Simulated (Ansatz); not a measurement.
Level of theory: DFT PBE, scalar-relativistic, plane waves, PAW (Ansatz). All cells share a 420 eV cutoff and Γ-centred k meshes spaced about 0.3 Å⁻¹ or finer (0.25 for metals, 2π included). No spin polarisation in the final relaxations.

These are static total energies at zero pressure. All come from trial cells, and lower structures may exist.

Question: Order these relaxed structures of BaTe by energy, lowest first, with the energy over the lowest of them.
A.

Space group Fm-3m (No. 225). a = 7.067 Å, b = 7.067 Å, c = 7.067 Å, α = 90.00°, β = 90.00°, γ = 90.00°
| atom | site | symmetry | x | y | z |
| --- | --- | --- | --- | --- | --- |
| Ba | 4b | m-3m | 0.5000 | 0.0000 | 0.0000 |
| Te | 4a | m-3m | 0.0000 | 0.0000 | 0.0000 |

B.

Space group Cmcm (No. 63). a = 4.556 Å, b = 13.354 Å, c = 5.418 Å, α = 90.00°, β = 90.00°, γ = 90.00°
```
atom  site  symmetry       x       y       z
  Ba    4c       m2m  0.5000  0.6205  0.2500
  Te    4c       m2m  0.5000  0.8804  0.2500
```

Answer: A (0 meV/atom), B (111 meV/atom). Forms: A rock salt type, Fm-3m; B Cmcm. Counting Te atoms around Ba (those within 1.25 times the shortest such distance or 1.15 times the sum of covalent radii, 1.27 where that leaves under three; a plus sign parts nearer from farther groups): A has Ba 6; B has Ba 5+2.

Spin–orbit coupling, which can matter for Te, is left out. With atoms moved at random, Fm-3m came back. Without a clear test, and held by symmetry: Cmcm. The Fm-3m cell has the structure into which a cell as deposited in COD relaxes. Some types were kept out of the candidates beforehand, so the set may lack a known form.
